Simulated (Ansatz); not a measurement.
## One input, then a changed one: MgO (zincblende type)

First run: DFT, PBEsol, all-electron LAPW, scalar-relativistic (Ansatz 0.2.0).

Command: `ansatz run input.yaml --threads 1 --pin off --max-ram 2048MiB --backend cpu --events-out ev --progress --plain --runs-dir out` It took 33 s on 1 thread of Arm Neoverse V1, on a shared host, peak memory 0.36 GiB.

```yaml
crystal:
  lattice:
    - [0.0, 2.2406844766, 2.2406844766]
    - [2.2406844766, 0.0, 2.2406844766]
    - [2.2406844766, 2.2406844766, 0.0]
  atoms:
    - { symbol: Mg, position: [0.0, 0.0, 0.0] }
    - { symbol: O, position: [0.25, 0.25, 0.25] }
kpoints:
  mp_grid: { grid: [16, 16, 16] }
scf:
  occupations: { method: fermi_dirac, width: 0.05 }
hamiltonian:
  xc: pbesol
  pseudopotentials: { kind: all_electron, lapw: { basis_error: 0.001 } }
output:
  forces: true
  stress: true
  eigenvalues: true
  populations: true
```

The cell comes from a relaxation on PAW files under the same functional, begun from a prototype that needn't be the stable phase.

This run: volume at 0.94 of the series' base cell.

It converges in 7 SCF iterations at a pressure of 8.31 GPa.

The input is then changed:

```diff
 scf:
-  occupations: { method: fermi_dirac, width: 0.05 }
+  occupations: { method: tetrahedron }
 hamiltonian:
   pseudopotentials: { kind: all_electron, lapw: { basis_error: 0.001 } }
+  dispersion: d4
 output:
```

Question: Predict the outcome of the changed run.

Answer: It converges in 7 SCF iterations. More than one line changes, and not each need have an effect. Results part of its log:
```
Warning: output.forces, output.stress, relax.cell or npt_langevin: where a Kohn–Sham band that disperses or a degenerate level is filled in part under the method tetrahedron, the forces or the stress that this run publishes need not agree with its energy (scf.occupations.method in the input reference, under Limitations); prefer a smearing scheme for the forces or the stress
SCF 1 converged in 7 iterations: F = -7484.241952 eV  dr2 = 7.34e-9
SCF converged after 7 iterations
Stability not checked: this state was not tested for a lower state beside it, because cold or Methfessel-Paxton smearing, or corrected tetrahedra, fill the levels in a way that the test cannot read (fill_not_monotonic; see scf.lower_state_search)
Free energy (F): -7484.241952 eV
Harris-Foulkes:  -7484.241952 eV  (|F-HF|=7.26e-9)
Internal energy: -7484.241952 eV  (E = F + TS)
E sigma→0 (E₀):  -7484.241952 eV
Fermi energy:    4.822168 eV
--- Per-component energies (eV) ---
  E_band       = -1321.013694
  E_kinetic    = 7488.954206
  E_xc         = -664.680737
  E_electrostatic = -14308.351844  (all electrons and nuclei)
  E_disp       = -0.163577  (pairwise vdW)
  E_smearing   = -0.000000  (= −TS)
  E_closure    = 0.000000  (closes the sum)
  E_atoms      = -7471.950774  (free atoms, spherical and without spin; not in F)
  Σ components = -7484.241952   (vs F -7484.241952, Δ=0.00e0)
  Basis errors (estimates in eV, not in F): energy 4.8e-4 per atom: plane waves 4.4e-4 (2.7e-4 summed), levels above the bands 0.0e0, relativity 4.4e-8, radial functions 3.8e-5, core shells 6.0e-11; eigenvalues (radial functions only) 6.7e-5; not estimated: angular momenta, meshes, grids; target (lapw.basis_error) 1.0e-3; muffin-tin radii O 0.946 Å, Mg 0.994 Å
--- Forces (eV/Å), atoms counted from 1 ---
  atom   1  Mg     0.00000000    -0.00000000     0.00000000
  atom   2  O     -0.00000000     0.00000000     0.00000000
  max |Σ_I F_I| component: 4.16e-17 eV/Å
--- Stress (GPa, compression-positive) ---
        6.965720       0.000000      -0.000000
        0.000000       6.965720       0.000000
       -0.000000       0.000000       6.965720
  P = ⅓ Tr σ = 6.9657 GPa (69.657 kbar)
--- Band table (eV; the first three rows and the last of 145) ---
  k-point 0: bands = ["-495.7744", "-66.0708", "-33.0142", "-33.0142", "-33.0142", "-11.1563", "4.8208", "4.8208", "4.8208", "8.6680", "22.1190", "22.1190", "22.1190"]
  k-point 1: bands = ["-495.7744", "-66.0707", "-33.0164", "-33.0145", "-33.0145", "-11.1284", "4.6078", "4.8135", "4.8135", "8.9105", "21.7172", "22.1261", "22.1261"]
  k-point 2: bands = ["-495.7744", "-66.0702", "-33.0224", "-33.0153", "-33.0153", "-11.0482", "4.0974", "4.7929", "4.7929", "9.5089", "20.7493", "22.0131", "22.0131"]
  k-point 144: bands = ["-495.7744", "-66.0651", "-33.0585", "-33.0442", "-33.0334", "-10.1212", "2.9149", "3.1360", "3.7193", "12.5632", "16.5844", "19.2022", "19.4391"]
--- Löwdin populations: 2 sites ---
  site symbol       q [e]
     0     Mg     10.4783
     1      O      9.3697
  spilling = 0.007600 (of n_electrons = 20.000000)
```
